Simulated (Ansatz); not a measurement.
Set up this calculation in Ansatz 0.2.0, as the native input.

```yaml
Task: single point
Functional: PBE
Potentials_or_basis: Ansatz PAW
Cutoff: "420 eV (not typed: the program's choice for these potentials)"
k_mesh: 7 × 7 × 7
Occupations: fermi-dirac, width 0.05 eV
Spin: no spin polarisation
```

PbS:

```xyz
2
Lattice="3.6537 0.0000 0.0000 0.0000 3.6537 0.0000 0.0000 0.0000 3.6537" Properties=species:S:1:pos:R:3 pbc="T T T"
Pb    0.0000    0.0000    0.0000
S     1.8268    1.8268    1.8268
```

Measurements of this composition are mostly on another form, of space group No. 225.

These files were run (other wordings do the same):

input.yaml

```yaml
crystal:
  lattice:
    - [3.653659, 0.0, 0.0]
    - [0.0, 3.653659, 0.0]
    - [0.0, 0.0, 3.653659]
  atoms:
    - { symbol: Pb, position: [0.0, 0.0, 0.0] }
    - { symbol: S, position: [0.5, 0.5, 0.5] }
hamiltonian:
  xc: pbe
  pseudopotentials: { kind: paw }
kpoints:
  mp_grid: { grid: [7, 7, 7] }
scf:
  occupations: { method: fermi_dirac, width: 0.05 }
output:
  forces: true
  stress: true
  eigenvalues: true
```

Potentials or basis: Ansatz PAW.

Launch:

```console
$ ansatz run input.yaml --threads 2 --pin off --max-ram 5120MiB --backend cpu --events-out ev --progress --plain --runs-dir out
```

Results of the run:

```json
{
  "Pressure": "0.0 GPa"
}
```

Run time: 0.64 s on 2 threads of Arm Neoverse V1, with other jobs on the host, peak memory 0.28 GiB.
